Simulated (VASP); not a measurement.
Level of theory: PBEsol GGA, VASP's PBE PAW potentials (set 64) (plane waves; VASP).

A VASP calculation is set up with these files.

**KPOINTS**
```
Regular mesh
0
Gamma
 7 7 7
0 0 0
```

INCAR:
```
SYSTEM = CsCl
PREC = Accurate
ENCUT = 520
EDIFF = 1E-7
NELM = 100
ALGO = Normal
LREAL = .FALSE.
LASPH = .TRUE.
ISMEAR = -5
GGA = PS
LMAXMIX = 4
LWAVE = .FALSE.
LCHARG = .TRUE.
LORBIT = 11
NEDOS = 601
ISIF = 2
```

### POSCAR
```
CsCl
1
    4.0729762622     0.0000000000     0.0000000000
    0.0000000000     4.0729762622     0.0000000000
    0.0000000000     0.0000000000     4.0729762622
Cs Cl
1 1
Direct
  0.0000000000   0.0000000000   0.0000000000
  0.5000000000   0.5000000000   0.5000000000
```

POTCAR, in this order: Cs_sv Cl (PBE.64 set). Program: vasp_std.

Output

### OSZICAR
```
       N       E                     dE             d eps       ncg     rms          rms(c)
DAV:   1     0.940639924541E+02    0.94064E+02   -0.70062E+03   480   0.115E+03
DAV:   2    -0.768686059773E+00   -0.94833E+02   -0.88945E+02   768   0.189E+02
DAV:   3    -0.713105627376E+01   -0.63624E+01   -0.63368E+01   604   0.553E+01
DAV:   4    -0.719536397849E+01   -0.64308E-01   -0.64282E-01   564   0.668E+00
DAV:   5    -0.719633577130E+01   -0.97179E-03   -0.97173E-03   600   0.825E-01    0.215E+00
DAV:   6    -0.688622866640E+01    0.31011E+00   -0.52967E-01   548   0.429E+00    0.155E+00
DAV:   7    -0.684625447668E+01    0.39974E-01   -0.16772E-01   640   0.237E+00    0.881E-01
DAV:   8    -0.684491253134E+01    0.13419E-02   -0.13043E-02   596   0.842E-01    0.124E-01
DAV:   9    -0.684508112711E+01   -0.16860E-03   -0.22795E-03   628   0.322E-01    0.102E-01
DAV:  10    -0.684515684760E+01   -0.75720E-04   -0.17742E-04   572   0.112E-01    0.206E-02
DAV:  11    -0.684516874053E+01   -0.11893E-04   -0.33403E-05   592   0.400E-02    0.559E-03
DAV:  12    -0.684516833790E+01    0.40263E-06   -0.72840E-06   576   0.173E-02    0.195E-03
DAV:  13    -0.684516821481E+01    0.12309E-06   -0.36314E-07   600   0.449E-03    0.799E-04
DAV:  14    -0.684516825809E+01   -0.43276E-07   -0.16651E-07   440   0.242E-03
   1 F= -.68451683E+01 E0= -.68451683E+01  d E =0.000000E+00
```

### OUTCAR
```
------------------------ aborting loop because EDIFF is reached ----------------------------------------
  FORCE on cell =-STRESS in cart. coord.  units (eV):
  Direction    XX          YY          ZZ          XY          YZ          ZX
  --------------------------------------------------------------------------------------
  Total       -0.0055768     -0.0055768     -0.0055768     -0.0000000     -0.0000000      0.0000000
  in kB       -0.1322398     -0.1322398     -0.1322398     -0.0000000     -0.0000000      0.0000000
  external PRESSURE =      -0.1322398 kB  Pullay stress =       0.0000000 kB
  volume of cell :       67.57
      direct lattice vectors                 reciprocal lattice vectors
     4.072976262  0.000000000  0.000000000     0.245520704  0.000000000  0.000000000
     0.000000000  4.072976262  0.000000000     0.000000000  0.245520704  0.000000000
     0.000000000  0.000000000  4.072976262     0.000000000  0.000000000  0.245520704
 POSITION                                       TOTAL-FORCE (eV/Angst)
 -----------------------------------------------------------------------------------
      0.00000      0.00000      0.00000         0.000000      0.000000      0.000000
      2.03649      2.03649      2.03649         0.000000      0.000000      0.000000
 -----------------------------------------------------------------------------------
    total drift:                                0.000000      0.000000      0.000000
  FREE ENERGIE OF THE ION-ELECTRON SYSTEM (eV)
  ---------------------------------------------------
  free  energy   TOTEN  =        -6.8451682581 eV

  energy  without entropy=       -6.8451682581  energy(sigma->0) =       -6.84516826

 total charge

# of ion       s       p       d       tot
------------------------------------------
    1        1.845   4.691   0.035   6.571
    2        1.581   3.522   0.000   5.103
--------------------------------------------------
tot          3.426   8.213   0.035  11.674
```
(Selected blocks of OUTCAR.)

The compound is CsCl in the CsCl type structure. It was relaxed first.
